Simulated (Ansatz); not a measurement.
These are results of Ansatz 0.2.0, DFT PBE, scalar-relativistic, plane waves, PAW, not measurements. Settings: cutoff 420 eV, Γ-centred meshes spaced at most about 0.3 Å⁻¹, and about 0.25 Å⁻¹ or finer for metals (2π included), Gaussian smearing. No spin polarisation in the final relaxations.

These are static total energies at zero pressure.

Two forms of Mg3Te2 were relaxed alike.

A.

```xyz
5
Lattice="4.8555 0.0000 0.0000 0.0000 4.8555 0.0000 0.0000 0.0000 6.9291" Properties=species:S:1:pos:R:3 pbc="T T T"
Mg    2.4278    0.0000    6.8845
Mg    0.0000    2.4278    6.8845
Mg    0.0000    0.0000    2.2064
Te    0.0000    0.0000    5.1768
Te    2.4278    2.4278    1.5059
```

B.

```xyz
5
Lattice="4.3312 0.0000 0.0000 0.0000 4.3312 0.0000 0.0000 0.0000 7.5341" Properties=species:S:1:pos:R:3 pbc="T T T"
Mg    0.0000    2.1656    2.5117
Mg    2.1656    0.0000    5.0225
Mg    2.1656    2.1656    0.0000
Te    2.1656    0.0000    2.0473
Te    0.0000    2.1656    5.4868
```

Task: Which form is favoured at zero pressure, and by what margin per atom?

Result: A is lower, by 32 meV/atom. A has space group P4mm (No. 99), 32.7 Å³/atom and no gap on its mesh; B has space group P-4m2 (No. 115), 28.3 Å³/atom and no gap. Counting Te atoms around Mg (those within 1.25 times the shortest such distance or 1.15 times the sum of covalent radii, 1.27 where that leaves under three; a plus sign parts nearer from farther groups; a slash parts the counts of unlike sites), A has Mg 4/1+4 and B has Mg 4/5. The lower one is the more open, so pressure narrows the difference. Both come from invented guesses.

Spin–orbit coupling, which can matter for Te, is left out. The zero gap of P4mm may come from the functional, which often closes small gaps, or the cell may be a true semimetal. Cells relaxed within their symmetry can be saddle points.

The more open form A wins although B packs its atoms more densely, so density alone does not decide the order. In A, part of the magnesium sits in four-coordinate sites with fairly short Mg–Te contacts, whereas B gains neighbours at the cost of longer ones. This probably favours A, in keeping with the tetrahedral bonding familiar from MgTe, though the total energies do not isolate that contribution.

The missing gap has a simple chemical origin in both forms. With Mg²⁺ and Te²⁻, the composition has more valence electrons than are needed to fill the Te p shell. The surplus must enter Mg-derived or interstitial states, and the Mg–Mg contacts, similar in length to those in the metal, suggest that these states are delocalised. Metallic behaviour is therefore more plausible than a small gap closed by the functional. The ordering concerns these two structures only and doesn't show that Mg3Te2 would resist separation into MgTe and magnesium, the outcome ordinary valence rules would suggest.
